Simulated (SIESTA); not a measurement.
Crystal: KI.

```xyz
2
Lattice="0.0000 3.5328 3.5328 3.5328 0.0000 3.5328 3.5328 3.5328 0.0000" Properties=species:S:1:pos:R:3 pbc="T T T"
I     3.5328    3.5328    3.5328
K     0.0000    0.0000    0.0000
```

Base run:

| Property | Result |
| --- | --- |
| Program | SIESTA 5.4.2 |
| Functional | PBEsol |
| Potentials or basis | PseudoDojo 0.4 standard (PBEsol files) |
| Basis | DZP (energy shift 0.003 Ry; two zetas on semicore shells; d shell added on K) |
| Grid cutoff | 800 Ry |
| Energy shift | 0.003 Ry |
| k mesh | 7 × 7 × 7 |
| Occupations | fermi-dirac, width 0.05 eV |
| Spin | no spin polarisation |

Its results: band gap on the k mesh 3.95 eV, direct; pressure -0.2 GPa.

Problem. The run is repeated on the same cell with these changes: functional from PBEsol to PBE; potentials or basis from PseudoDojo 0.4 standard (PBEsol files) to PseudoDojo 0.4 standard (PBE files). What comes out?

Solution. Band gap on the k mesh 4.09 eV, direct; pressure 0.7 GPa.

Caveats: spin-orbit coupling is left out, which moves the levels of the heavy elements; the basis of atomic orbitals isn't converged, which shifts pressures, moduli and gaps.
